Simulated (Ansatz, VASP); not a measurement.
HfN: VASP beside Ansatz

```
Hf N
1.0
     0.00000    2.27080    2.27080
     2.27080    0.00000    2.27080
     2.27080    2.27080    0.00000
Hf N
1 1
Direct
  0.00000 0.00000 0.00000
  0.50000 0.50000 0.50000
```

Change from the starting cell: volume scaled by 1.02, PAW files.

Alike in both runs: task electric field gradients; functional PBE; k mesh 16 × 16 × 16; occupations fermi-dirac, width 0.05 eV; no spin polarisation.

```csv
,VASP,Ansatz
version,VASP 6.6.1,Ansatz 0.2.0
potentials or method,"VASP PAW PBE potentials, release 64 (Hf_pv, N)","PAW with Ansatz's default frozen-core files, scalar-relativistic"
plane-wave cutoff (eV),520,420
valence electrons in the cell,15,31
```

```csv
,VASP,Ansatz,Ansatz less VASP
pressure (GPa),-1.3,1.1,+2.36
Vzz of the field gradient on the site that differs most (V/Å²),0.0,0.0,0.00
```

The functional is the same, so the differences come from potentials, cutoffs and numerics. The two sets of potentials don't hold the same shells in valence. Ansatz warned: «gradients_without_spin_orbit».

Spin-orbit coupling is left out, which matters for the levels of Hf.
